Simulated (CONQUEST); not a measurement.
The system is GaN.

```
Ga N
1.0
     3.18693    0.00000    0.00000
     0.00000    3.18693    0.00000
     0.00000    0.00000    4.50700
Ga N
2 2
Direct
  0.00000 0.00000 0.00000
  0.50000 0.50000 0.50000
  0.00000 0.50000 0.75000
  0.50000 0.00000 0.25000
```

The cell is a database's computed one.

Base run:

* Program: CONQUEST 1.3
* Functional: PBE
* Potentials or basis: PseudoDojo NC PBE, SZP, grid cutoff 150 Ha
* k mesh: 8 × 8 × 6
* Occupations: fermi-dirac, width 0.05 eV
* Spin: no spin polarisation

Its results: band gap on the k mesh 2.20 eV; pressure 9.9 GPa.

Q: The run is repeated on the same cell with these changes: potentials or basis from PseudoDojo NC PBE, SZP, grid cutoff 150 Ha to PseudoDojo NC PBE, DZ, grid cutoff 150 Ha. What comes out?

A: Band gap on the k mesh 1.81 eV; pressure 9.8 GPa.

Caveats: the atomic basis is small; the basis of atomic orbitals isn't converged, which shifts pressures, moduli and gaps; the real-space grid breaks the cell's symmetry a little; the box holds several primitive cells, so bands are folded and the points are those of the box's own zone (some runs).

A k mesh can miss the band edges.
